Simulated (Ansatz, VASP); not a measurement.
# PbS: VASP beside Ansatz

```
Pb S
1.0
     0.00000    3.00451    3.00451
     3.00451    0.00000    3.00451
     3.00451    3.00451    0.00000
Pb S
1 1
Direct
  0.00000 0.00000 0.00000
  0.50000 0.50000 0.50000
```

Alike in both runs: functional PBE; k mesh 10 × 10 × 10; occupations gaussian, width 0.02 eV; no spin polarisation.

Ansatz relaxed the structure, and its values are those at the end. VASP's run is a single point on that final structure, the one shown.

```csv
,VASP,Ansatz
version,VASP 6.6.1,Ansatz 0.2.0
potentials or method,"VASP PAW PBE potentials, release 64 (Pb_d, S)","scalar-relativistic, plane waves, PAW"
plane-wave cutoff (eV),520,420
valence electrons in the cell,20,20
```

VASP gave:

```
gap on the k mesh at the Fermi level (eV) : 0.50
least direct gap on the mesh (eV)         : 0.50
pressure (GPa)                            : -0.1
```

Task: What did Ansatz give for the same quantities?

Result: gap on the k mesh at the Fermi level (eV): 0.49; least direct gap on the mesh (eV): 0.49; pressure (GPa): 0.0.

The functional is the same, so the differences come from potentials, cutoffs and numerics.

Caveats: spin-orbit coupling is left out, which as a rule narrows the gap of such compounds by several tenths of an eV.
